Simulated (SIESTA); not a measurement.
Crystal: ZrC.

```
CELL_PARAMETERS angstrom
0.00000 2.36500 2.36500
2.36500 0.00000 2.36500
2.36500 2.36500 0.00000
ATOMIC_POSITIONS crystal
Zr 0.50000 0.50000 0.50000
C 0.00000 0.00000 0.00000
```

Base run:

| Item | Value |
| --- | --- |
| Program | SIESTA 5.4.2 |
| Functional | vdW-DF-cx |
| Potentials or basis | PseudoDojo 0.4 standard (PBE files) |
| Basis | DZP (energy shift 0.003 Ry; two zetas on semicore shells) |
| Grid cutoff | 800 Ry |
| Energy shift | 0.003 Ry |
| k mesh | 10 × 10 × 10 |
| Occupations | fermi-dirac, width 0.05 eV |
| Spin | no spin polarisation |

Its results: band gap on the k mesh none (metal or under the smearing width); pressure -5.4 GPa.

The run is repeated on the same cell with these changes: functional from vdW-DF-cx to PBE. What comes out?

Band gap on the k mesh none (metal or under the smearing width); pressure -0.9 GPa.

Caveats: the basis of atomic orbitals isn't converged, which shifts pressures, moduli and gaps; the potentials were made for another functional, which shifts forces and pressure (some runs).
